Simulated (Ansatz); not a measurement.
# NaH (zincblende type): the cost of one run

Method: DFT r²SCAN, with the methods named in each step, in Ansatz 0.2.0.

1 further run of the same task is left out (set aside as unsound or not needed).

**1. The starting structure**

Symmetry: F-43m, No. 216, cubic system. The conventional cell has a = 4.695 Å, b = 4.695 Å, c = 4.695 Å, α = 90.00°, β = 90.00°, γ = 90.00°. Na (site symmetry -43m) is surrounded by 4 H at 2.03 Å. H (site symmetry -43m) has 4 Na at 2.03 Å as nearest neighbours.

Coordinates:

```cif
data_structure
_symmetry_space_group_name_H-M 'P 1'
_symmetry_Int_Tables_number 1
_cell_length_a 3.3195
_cell_length_b 3.3195
_cell_length_c 3.3195
_cell_angle_alpha 60.000
_cell_angle_beta 60.000
_cell_angle_gamma 60.000
_cell_volume 25.87
loop_
_atom_site_label
_atom_site_type_symbol
_atom_site_fract_x
_atom_site_fract_y
_atom_site_fract_z
_atom_site_occupancy
Na1 Na 0.00000 0.00000 0.00000 1
H1 H 0.25000 0.25000 0.25000 1
```

Whether this phase is the stable one at these pressures isn't tested.

Atoms are numbered in the order of the input: Na1, H2.

**2. Cell relaxed at zero pressure, PAW**

input.yaml

```yaml
crystal:
  lattice:
    - [0.0, 2.3472737508, 2.3472737508]
    - [2.3472737508, 0.0, 2.3472737508]
    - [2.3472737508, 2.3472737508, 0.0]
  atoms:
    - { symbol: Na, position: [0.0, 0.0, 0.0] }
    - { symbol: H, position: [0.25, 0.25, 0.25] }
kpoints:
  mp_grid: { grid: [16, 16, 16] }
scf:
  occupations: { method: fermi_dirac, width: 0.1 }
hamiltonian:
  xc: r2scan
  pseudopotentials: { kind: paw }
output:
  forces: true
  stress: true
relax:
  f_tol: 0.005
  max_steps: 40
  cell: {}
```

The run is started by

```sh
ansatz run input.yaml --threads 1 --pin off --max-ram 2048MiB --backend cpu --events-out ev --progress --plain --runs-dir out
```

Q: Estimate wall time and peak memory on 1 thread of Intel Xeon Platinum 8259CL at 2.50GHz (Skylake/Cascade Lake), shared host.

About 55 s, with a peak of 0.53 GiB.
